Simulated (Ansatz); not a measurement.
# Au (Pm-3m) in Ansatz: notebook

The runs below take Au through relaxation of cell and atoms, with PBE, PBE+D3(BJ), PBE+D3(BJ)-ATM, PBE+D4.

Program: Ansatz 0.2.0. These are calculated values, not measurements. Logs are shortened: lines on timing, memory, paths and dates and some standing lists are left out, and cuts for length are marked.

## (1) The crystal as given

The structure is cubic, space group Pm-3m (No. 221). The conventional cell has a = 2.748 Å, b = 2.748 Å, c = 2.748 Å, α = 90.00°, β = 90.00°, γ = 90.00°. Au (site symmetry m-3m) is surrounded by 6 Au at 2.75 Å.

The cell was built by a generator and needn't be a form met in nature.

## (2) Relaxation of cell and atoms, PBE

File input.yaml:

```yaml
crystal:
  lattice:
    - [2.74841, 0.0, 0.0]
    - [0.0, 2.74841, 0.0]
    - [0.0, 0.0, 2.74841]
  atoms:
    - { symbol: Au, position: [0.5, 0.5, 0.5] }
hamiltonian:
  xc: pbe
  pseudopotentials: { kind: paw }
kpoints:
  mp_grid: { grid: [10, 10, 10] }
scf:
  occupations: { method: fermi_dirac, width: 0.05 }
output:
  forces: true
  stress: true
  eigenvalues: true
  write_density: true
  write_potential: true
  elf: true
  volumetric_format: npy
relax:
  f_tol: 0.01
  max_steps: 40
  cell: { stress_tol: 0.05 }
```

Potentials or basis: Ansatz PAW.

Command:

```sh
$ ansatz run input.yaml --threads 2 --pin off --max-ram 5632MiB --backend cpu --events-out ev --progress --plain --runs-dir out
```

The log of the run:

```text
Warning: RAYON_NUM_THREADS=2 ignored (pool sized by the plan → 2); use --threads N
Engine: ansatz 0.2.0, x86_64-unknown-linux-gnu
Pseudopotentials: kind: paw
Pseudopotential: Au, paw, valence charge 19, recommended cutoff 420 eV (normal), Au.paw.azcp
Functional definition: PBE
  parameter kappa = 0.804
  parameter beta = 0.06672455060314922
  exchange = pbe_x(kappa = kappa, mu = beta*pi^2/3)
  correlation = pbe_c(beta = beta)
Crystal: 1 atoms, lattice volume = 20.761 Å³
Basis set: ecut = 420 eV, 437 PW (Γ), exchange–correlation on 40×40×40 points (8 copies of the dense FFT grid, shifted against one another)
Bands: 14, of which v1, the nominal top of the filled ones, is band 10 counted from 1 (9 counted from 0)
Symmetry: 48 space group operations
Space group: Pm-3m (ITA 221), of the structure as read, at distance tolerance 2.7e-5 Å
k-points: 56 of 1000
Non-local potential: Au, projectors of the file, l = 0: 3, l = 1: 2, l = 2: 2, l = 3: 1
PAW form: soft (Blöchl's): semilocal exchange-correlation on the pseudo side does not see the compensation charge
PAW one-centre angular grid: Au, 590 points (default); XC on 64 Gauss nodes
Initial density: superposition of atomic densities (neutral atoms: chi_scale 0, normalization atom), corrected by the library's trained network
Initial wavefunctions: pseudopotential atomic-orbital guess
Functional: x = pbe(κ = 0.804, μ = 0.2195149727645171), c = pbe(β = 0.06672455060314922)
SCF iter   1: F=—  HF=-13149.119532 eV  |F-HF|=—  |Δ(HF+E_count)|=         —  Δρ=3.98e-3  dr2=2.74e-3  ethr=1.77e-3  ⟨swp⟩=5.3  Hψ=4114  notcnv=0
preconditioner: auto → none  [insulator: Δε(μ)=0.156 eV  Ē_g=14.849 eV  σ=0.050 eV  W_gap=0.64  n_scr=6 (ndim 8)  ℏωp=27.0 eV  f_vac=0.010  D(μ)=0.37/eV (n_scr^D=0)  ε∞_Penn≈4.3]
SCF iter   2: F=—  HF=-13149.119385 eV  |F-HF|=—  |Δ(HF+E_count)|=   1.47e-4  Δρ=1.56e-3  dr2=3.14e-4  ethr=1.44e-5  ⟨swp⟩=2.5  Hψ=1711  notcnv=0  defer=2
SCF iter   3: F=—  HF=-13149.119342 eV  |F-HF|=—  |Δ(HF+E_count)|=   4.35e-5  Δρ=7.11e-4  dr2=2.31e-5  ethr=1.65e-6  ⟨swp⟩=2.2  Hψ=1125  notcnv=0  defer=2
SCF iter   4: F=—  HF=-13149.119375 eV  |F-HF|=—  |Δ(HF+E_count)|=   3.27e-5  Δρ=3.58e-5  dr2=2.43e-7  ethr=1.21e-7  ⟨swp⟩=2.0  Hψ=1149  notcnv=0  defer=2
iter 5 did not close the SCF: its close was put off for the readings that it lacked (scf_convergence_deferred on its scf_iter line)
SCF iter   5: F=-13149.119375 eV  HF=-13149.119375 eV  |F-HF|=7.46e-10  |Δ(HF+E_count)|=   1.95e-7  Δρ=4.60e-6  dr2=2.84e-9  ethr=1.28e-9  ⟨swp⟩=2.0  Hψ=1051  notcnv=0  defer=2
SCF iter   6: F=-13149.119375 eV  HF=-13149.119375 eV  |F-HF|=4.18e-11  |Δ(HF+E_count)|=   2.06e-9  Δρ=5.51e-7  dr2=1.83e-11  ethr=1.49e-11  ⟨swp⟩=5.6  Hψ=4144  notcnv=0
SCF 1 converged in 6 iterations: F = -13149.119375 eV  dr2 = 1.83e-11
relax step   1: F+E_penalty+E_count = -13149.11937486 eV  Δ(F+E_penalty+E_count) = +0.000e0 eV  max|allowed force component| = 0.000e0 eV/Å  Δτ_max = 0.0000 Å  P = +0.229 GPa  Ω = 20.761 Å³  (6 SCF iters, dr2 threshold 1.00e-7 eV, accepted)
Crystal: 1 atoms, lattice volume = 20.852 Å³
Initial density: handed on by an earlier stage of this run
Initial wavefunctions: those handed on with the density
iter 1 solved again at ethr=5.50e-8 eV; its pass at ethr=3.10e-3 eV (dr2=1.04e-5 eV) is discarded
SCF iter   1: F=—  HF=-13149.119344 eV  |F-HF|=—  |Δ(HF+E_count)|=         —  Δρ=2.98e-4  dr2=1.98e-5  ethr=5.50e-8  ⟨swp⟩=2.2  Hψ=5276  notcnv=0
preconditioner: auto → none  [insulator: Δε(μ)=0.158 eV  Ē_g=14.779 eV  σ=0.050 eV  W_gap=0.64  n_scr=6 (ndim 8)  ℏωp=27.0 eV  f_vac=0.004  D(μ)=0.37/eV (n_scr^D=0)  ε∞_Penn≈4.3]
SCF iter   2: F=—  HF=-13149.119345 eV  |F-HF|=—  |Δ(HF+E_count)|=   1.63e-6  Δρ=1.42e-4  dr2=2.07e-6  ethr=5.50e-8  ⟨swp⟩=2.1  Hψ=1113  notcnv=0
SCF iter   3: F=—  HF=-13149.119345 eV  |F-HF|=—  |Δ(HF+E_count)|=   6.00e-7  Δρ=5.59e-5  dr2=2.57e-7  ethr=1.09e-8  ⟨swp⟩=2.6  Hψ=1298  notcnv=0
SCF iter   4: F=-13149.119345 eV  HF=-13149.119345 eV  |F-HF|=2.44e-9  |Δ(HF+E_count)|=   7.84e-9  Δρ=8.90e-6  dr2=4.56e-9  ethr=5.26e-10  ⟨swp⟩=7.4  Hψ=4303  notcnv=0
SCF 2 converged in 4 iterations: F = -13149.119345 eV  dr2 = 4.56e-9
relax step   2: F+E_penalty+E_count = -13149.11934483 eV  Δ(F+E_penalty+E_count) = +3.004e-5 eV  max|allowed force component| = 0.000e0 eV/Å  Δτ_max = 0.0000 Å  P = -0.231 GPa  Ω = 20.852 Å³  energy of the carried Pulay correction = -2.881e-5 eV  (4 SCF iters, dr2 threshold 1.00e-7 eV, rejected (line search))
Crystal: 1 atoms, lattice volume = 20.806 Å³
iter 1 solved again at ethr=1.38e-8 eV; its pass at ethr=3.10e-3 eV (dr2=2.63e-6 eV) is discarded
SCF iter   1: F=—  HF=-13149.119385 eV  |F-HF|=—  |Δ(HF+E_count)|=         —  Δρ=1.46e-4  dr2=4.86e-6  ethr=1.38e-8  ⟨swp⟩=2.2  Hψ=5271  notcnv=0
preconditioner: auto → none  [insulator: Δε(μ)=0.160 eV  Ē_g=14.795 eV  σ=0.050 eV  W_gap=0.65  n_scr=6 (ndim 8)  ℏωp=27.0 eV  f_vac=0.004  D(μ)=0.37/eV (n_scr^D=0)  ε∞_Penn≈4.3]
SCF iter   2: F=—  HF=-13149.119397 eV  |F-HF|=—  |Δ(HF+E_count)|=   1.28e-5  Δρ=6.83e-5  dr2=5.02e-7  ethr=1.38e-8  ⟨swp⟩=2.1  Hψ=1116  notcnv=0
SCF iter   3: F=—  HF=-13149.119393 eV  |F-HF|=—  |Δ(HF+E_count)|=   4.76e-6  Δρ=2.59e-5  dr2=5.63e-8  ethr=2.64e-9  ⟨swp⟩=2.6  Hψ=1292  notcnv=0
SCF iter   4: F=—  HF=-13149.119393 eV  |F-HF|=—  |Δ(HF+E_count)|=   5.16e-9  Δρ=3.69e-6  dr2=7.75e-10  ethr=2.97e-10  ⟨swp⟩=2.1  Hψ=1125  notcnv=0
SCF iter   5: F=-13149.119393 eV  HF=-13149.119393 eV  |F-HF|=7.28e-12  |Δ(HF+E_count)|=  4.60e-10  Δρ=1.70e-7  dr2=1.67e-12  ethr=1.00e-12  ⟨swp⟩=4.0  Hψ=3547  notcnv=0
SCF 3 converged in 5 iterations: F = -13149.119393 eV  dr2 = 1.67e-12
relax step   3: F+E_penalty+E_count = -13149.11939260 eV  Δ(F+E_penalty+E_count) = -1.774e-5 eV  max|allowed force component| = 0.000e0 eV/Å  Δτ_max = 0.0000 Å  P = -0.001 GPa  Ω = 20.806 Å³  energy of the carried Pulay correction = -1.431e-5 eV  (5 SCF iters, accepted)
Initial wavefunctions: pseudopotential atomic-orbital guess (no wavefunctions were taken with the density)
iter 1 solved again at ethr=1.28e-9 eV; its pass at ethr=3.10e-3 eV (dr2=2.44e-7 eV) is discarded
SCF iter   1: F=—  HF=-13149.119392 eV  |F-HF|=—  |Δ(HF+E_count)|=         —  Δρ=2.11e-6  dr2=1.53e-10  ethr=1.28e-9  ⟨swp⟩=4.1  Hψ=6878  notcnv=0
preconditioner: auto → none  [insulator: Δε(μ)=0.160 eV  Ē_g=14.797 eV  σ=0.050 eV  W_gap=0.65  n_scr=6 (ndim 8)  ℏωp=27.0 eV  f_vac=0.004  D(μ)=0.37/eV (n_scr^D=0)  ε∞_Penn≈4.3]
SCF iter   2: F=—  HF=-13149.119398 eV  |F-HF|=—  |Δ(HF+E_count)|=   6.24e-6  Δρ=1.14e-6  dr2=4.05e-11  ethr=1.00e-12  ⟨swp⟩=2.2  Hψ=1338  notcnv=0
SCF iter   3: F=-13149.119398 eV  HF=-13149.119398 eV  |F-HF|=0.00e0  |Δ(HF+E_count)|=  4.91e-11  Δρ=2.21e-7  dr2=9.85e-12  ethr=1.00e-12  ⟨swp⟩=4.9  Hψ=3792  notcnv=0
SCF 4 converged in 3 iterations: F = -13149.119398 eV  dr2 = 9.85e-12
relax step   4: F+E_penalty+E_count = -13149.11939825 eV  Δ(F+E_penalty+E_count) = -5.647e-6 eV  max|allowed force component| = 0.000e0 eV/Å  Δτ_max = 0.0000 Å  P = -0.001 GPa  Ω = 20.806 Å³  stress off target by 9.76e-4 GPa  SCF on the basis re-selected at this cell (its energy is not comparable with the rows above)  (3 SCF iters)
basis re-selected at this cell: Δ(F+E_penalty+E_count) = -5.647e-6 eV, ΔP = -0.000 GPa vs the last step (what re-selecting the basis moved, of the pressure what is left beyond the Pulay correction that the steps carried, after the strain that the cell walked since its last selection, with what the two solves' SCF thresholds leave and, on support functions, any second-order correction that the steps lacked; it is no measure of the basis error at this ecutwfc). This SCF's stress stands 9.76e-4 GPa from its target on what of the cell is left free (relax.cell.stress_tol is 5.00e-2 GPa) and its largest allowed force component is 0.00e0 eV/Å (relax.f_tol is 1.00e-2 eV/Å): within both
SCF converged after 3 iterations
Free energy (F): -13149.119398 eV
Harris-Foulkes:  -13149.119398 eV  (|F-HF|=0.00e0)
Internal energy: -13149.116052 eV  (E = F + TS)
E sigma→0 (E₀):  -13149.117725 eV
Entropy (-TS):   -0.003346 eV (-3.346 meV/atom)
Fermi energy:    15.400854 eV
--- Per-component energies (eV) ---
  E_band       = -290.909120
  E_kinetic    = 604.498863
  E_local      = -2091.134280  (includes V_loc(G=0)·N_el)
  E_nonlocal   = 73.974303
  E_hartree    = 879.070104
  E_xc         = -227.487539
  E_vxc        = -274.468010  (∫ρ·V_xc dr)
  E_paw        = -9706.787399  (= ΣΔE_a)
  E_vpaw       = -361.921781  (= ΣTr[D̂ρ^β])
  E_aug_tail   = 0.001393  (compensation charges beyond the density's cutoff)
  E_ewald      = -2681.251497
  E_smearing   = -0.003346  (= −TS)
  E_closure    = -0.000000  (closes the sum)
  Σ components = -13149.119398   (vs F -13149.119398, Δ=0.00e0)
--- Forces (eV/Å), atoms counted from 1 ---
  atom   1  Au     0.00000000     0.00000000     0.00000000
  max |Σ_I F_I| component: 1.47e-29 eV/Å
--- Stress (GPa, compression-positive) ---
       -0.000976      -0.000000       0.000000
       -0.000000      -0.000976      -0.000000
        0.000000      -0.000000      -0.000976
  P = ⅓ Tr σ = -0.0010 GPa (-0.010 kbar)
--- Band table (eV; the first three rows and the last of 56) ---
  k-point 0: bands = ["-89.3118", "-40.6657", "-40.6657", "-40.6657", "7.6569", "9.8105", "9.8105", "13.9686", "13.9686", "13.9686", "29.2174", "29.2174", "29.2174", "34.0131"]
  k-point 1: bands = ["-89.3110", "-40.6853", "-40.6642", "-40.6642", "7.8942", "9.8464", "10.0016", "13.8129", "13.8129", "13.9812", "27.4574", "29.6077", "29.6077", "34.7923"]
  k-point 2: bands = ["-89.3089", "-40.7362", "-40.6602", "-40.6602", "8.4855", "9.9420", "10.6412", "13.4289", "13.4289", "14.0145", "24.5506", "30.6667", "30.6667", "34.2023"]
  k-point 55: bands = ["-89.2867", "-40.8297", "-40.8297", "-40.8297", "10.5358", "10.5358", "10.5358", "15.2001", "15.2001", "23.7965", "23.7965", "23.7965", "25.5501", "27.5138"]
--- Relaxed structure (3 steps of the walk, 2 accepted, 1 SCFs on fresh bases) ---
  F+E_penalty+E_count = -13149.11939825 eV   max|allowed force component| = 0.000e0 eV/Å   (the final SCF, on the basis selected at the relaxed cell)
  cell:  # Å, volume = 20.8060 Å³
    - [2.750402957106812, -7.703719777548943e-34, -2.5679065925163143e-34]
    - [-2.5679065925163143e-34, 2.750402957106812, 0.0]
    - [-2.5679065925163143e-34, 0.0, 2.750402957106812]
  atoms:
    - { symbol: Au, position: [0.5, 0.5, 0.5] }
```

It took 1.4 s on 2 threads of Intel Xeon 6975P-C (Granite Rapids), shared host; peak memory 0.33 GiB.

What came out:

```yaml
Free_energy: -13149.1194 eV
Relaxed_volume: 20.81 Å³/atom
Relaxed_cell: a = 2.750 Å, b = 2.750 Å, c = 2.750 Å, α = 90.00°, β = 90.00°, γ = 90.00°
Space_group_after_relaxing_to_0.05_Å: Pm-3m (No. 221)
Energy_gained_by_relaxing: 0.0 meV/atom
Ionic_steps: 3
Pressure_after_relaxing: 0.0 GPa
Band_gap_on_the_k_mesh: none (metal or under the smearing width)
```

Final structure:
```
Au
1.0
     2.75040    0.00000    0.00000
     0.00000    2.75040    0.00000
     0.00000    0.00000    2.75040
Au
1
Direct
  0.50000 0.50000 0.50000
```

Caveat: the plane-wave basis is chosen anew once the cell has moved, so the energies of steps on either side of that aren't comparable.

## (3) Relaxation of cell and atoms, PBE+D3(BJ)

input.yaml, as its differences from that of step 2:

```diff
@@ -10,2 +10,3 @@
   pseudopotentials: { kind: paw }
+  dispersion: d3bj
 kpoints:
@@ -18,6 +19,2 @@
   eigenvalues: true
-  write_density: true
-  write_potential: true
-  elf: true
-  volumetric_format: npy
 relax:
```

Potentials or basis: Ansatz PAW.

Command:

```sh
$ ansatz run input.yaml --threads 2 --pin off --max-ram 5632MiB --backend cpu --events-out ev --progress --plain --runs-dir out
```

Wall time 1.8 s (2 threads of Intel Xeon 6975P-C (Granite Rapids), shared host); peak memory 0.33 GiB.

The run converged. Its results:

- Free energy: -13149.6799 eV
- Relaxed volume: 19.99 Å³/atom
- Relaxed cell: a = 2.714 Å, b = 2.714 Å, c = 2.714 Å, α = 90.00°, β = 90.00°, γ = 90.00°
- Space group after relaxing (to 0.05 Å): Pm-3m (No. 221)
- Energy gained by relaxing: 10.0 meV/atom
- Ionic steps: 4
- Pressure after relaxing: 0.0 GPa
- Band gap on the k mesh: none (metal or under the smearing width)

The path:
| step | energy change (eV) | largest force (eV/Å) | volume (Å³) |
| --- | --- | --- | --- |
| 1 | 0.0000 | 0.0000 | 20.76 |
| 2 | -0.0102 | 0.0000 | 20.04 |
| 3 | -0.0102 | 0.0000 | 19.99 |
| 4 | -0.0100 | 0.0000 | 19.99 |

Final structure:
```
CELL_PARAMETERS angstrom
2.71384 0.00000 0.00000
0.00000 2.71384 0.00000
0.00000 0.00000 2.71384
ATOMIC_POSITIONS crystal
Au 0.50000 0.50000 0.50000
```

Levels at points of the mesh, in eV from the Fermi level:
```
              k point  band 5  band 6  band 7  band 8  band 9  band 10  band 11  band 12  band 13  band 14
   (0.00, 0.00, 0.00)   -8.06   -5.86   -5.86   -1.41   -1.41    -1.41    14.06    14.06    14.06    19.05
  (0.00, 0.00, -0.50)   -5.92   -5.44   -2.94   -2.94   -1.27    -0.59     2.24    16.34    18.60    19.32
 (0.00, -0.50, -0.50)   -5.82   -5.07   -2.67   -2.67   -0.19     3.84     3.84     6.77    11.66    20.62
(-0.50, -0.50, -0.50)   -5.10   -5.10   -5.10   -0.10   -0.10     8.61     8.61     8.61    10.09    12.83
```

Caveat: the plane-wave basis is chosen anew once the cell has moved, so the energies of steps on either side of that aren't comparable; pairwise dispersion overbinds metals, which lowers pressure and volume. Spin-orbit coupling is left out, which matters for the levels of Au.

## (4) Relaxation of cell and atoms, PBE+D3(BJ)-ATM

input.yaml, as its differences from that of step 3:

```diff
@@ -10,3 +10,3 @@
   pseudopotentials: { kind: paw }
-  dispersion: d3bj
+  dispersion: d3bjatm
 kpoints:
```

Command:

```sh
$ ansatz run input.yaml --threads 2 --pin off --max-ram 5632MiB --backend cpu --events-out ev --progress --plain --runs-dir out
```

Run time: 1.9 s. Hardware: 2 threads of Intel Xeon 6975P-C (Granite Rapids), shared host; peak memory 0.33 GiB.

Results (log left out):

```yaml
Free_energy: -13149.6170 eV
Relaxed_volume: 20.16 Å³/atom
Relaxed_cell: a = 2.721 Å, b = 2.721 Å, c = 2.721 Å, α = 90.00°, β = 90.00°, γ = 90.00°
Space_group_after_relaxing_to_0.05_Å: Pm-3m (No. 221)
Energy_gained_by_relaxing: 6.1 meV/atom
Ionic_steps: 4
Pressure_after_relaxing: 0.0 GPa
Band_gap_on_the_k_mesh: none (metal or under the smearing width)
```

Step by step:
```
step  energy change (eV)  largest force (eV/Å)  volume (Å³)
   1              0.0000                0.0000        20.76
   2             -0.0063                0.0000        20.19
   3             -0.0063                0.0000        20.16
   4             -0.0061                0.0000        20.16
```

Final structure:
```xyz
1
Lattice="2.7215 0.0000 0.0000 0.0000 2.7215 0.0000 0.0000 0.0000 2.7215" Properties=species:S:1:pos:R:3 pbc="T T T"
Au    1.3607    1.3607    1.3607
```

Levels at points of the mesh, in eV from the Fermi level:
| k point | band 7 | band 8 | band 9 | band 10 | band 11 | band 12 |
| --- | --- | --- | --- | --- | --- | --- |
| (0.00, 0.00, 0.00) | -5.80 | -1.42 | -1.42 | -1.42 | 14.01 | 14.01 |
| (0.00, 0.00, -0.50) | -2.92 | -2.92 | -1.28 | -0.55 | 2.20 | 16.33 |
| (0.00, -0.50, -0.50) | -2.66 | -2.66 | -0.22 | 3.83 | 3.83 | 6.68 |
| (-0.50, -0.50, -0.50) | -5.05 | -0.12 | -0.12 | 8.56 | 8.56 | 8.56 |

Caveat: the plane-wave basis is chosen anew once the cell has moved, so the energies of steps on either side of that aren't comparable; pairwise dispersion overbinds metals, which lowers pressure and volume. The run has no spin-orbit coupling, so splittings on Au are missing.

(Part 1 of 2 ends here.)
